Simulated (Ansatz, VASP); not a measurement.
## B: VASP beside Ansatz

The input INCAR:

```
  ALGO = Normal
  EDIFF = 1E-8
  ENCUT = 520
  GGA = CA
  ISIF = 2
  ISMEAR = -1
  LASPH = T
  LCHARG = F
  LEFG = T
  LREAL = F
  LWAVE = F
  NBANDS = 10
  NELM = 80
  PREC = Accurate
  SIGMA = 0.05
```

File KPOINTS:

```
k-points
0
Gamma
  13 13 13
```

File POSCAR:

```
B
1.0
    0.0000000000      2.0103628793      2.0103628793
    2.0103628793      0.0000000000      2.0103628793
    2.0103628793      2.0103628793      0.0000000000
B
2
Direct
   -0.2150000000     -0.0950000000     -0.0950000000
    0.2150000000      0.0950000000      0.0950000000
```

Input for Ansatz:

```yaml
crystal:
  lattice:
    - [0.0, 2.0103628793, 2.0103628793]
    - [2.0103628793, 0.0, 2.0103628793]
    - [2.0103628793, 2.0103628793, 0.0]
  atoms:
    - { symbol: B, position: [-0.215, -0.095, -0.095] }
    - { symbol: B, position: [0.215, 0.095, 0.095] }
kpoints:
  mp_grid: { grid: [13, 13, 13] }
scf:
  occupations: { method: fermi_dirac, width: 0.05 }
hamiltonian:
  xc: lda
  pseudopotentials: { kind: paw }
output:
  forces: true
  stress: true
  eigenvalues: true
  efg: { contact_densities: true }
  populations: true
  write_density: true
  write_potential: true
  elf: true
  volumetric_format: npy
```

Change from the starting cell: shortest bond scaled by 0.76, PAW files.

Alike in both runs: task electric field gradients; functional LDA; k mesh 13 × 13 × 13; occupations fermi-dirac, width 0.05 eV; no spin polarisation.

|  | VASP | Ansatz |
| --- | --- | --- |
| version | VASP 6.6.1 | Ansatz 0.2.0 |
| potentials or method | VASP PAW LDA potentials, release 64 (B) | PAW with Ansatz's default frozen-core files, scalar-relativistic |
| plane-wave cutoff (eV) | 520 | 420 |
| valence electrons in the cell | 6 | 6 |

|  | VASP | Ansatz | Ansatz less VASP |
| --- | --- | --- | --- |
| pressure (GPa) | 38.3 | 37.9 | -0.33 |
| largest component of the traceless stress (GPa) | 62.74 | 62.52 | -0.215 |
| rms of the force components (eV/Å) | 7.753 | 7.735 | -0.0179 |
| Vzz of the field gradient on the site that differs most (V/Å²) | -38.9 | -34.1 | +4.88 |

Atom by atom the forces differ by 0.018 eV/Å (rms over components).

Caveats: so large a pressure means that the cell lies far from this level's equilibrium, or that cutoff or potentials fall short (VASP); forces of over 1 eV/Å show positions far from the minimum, so gaps and moduli don't describe the material at rest.
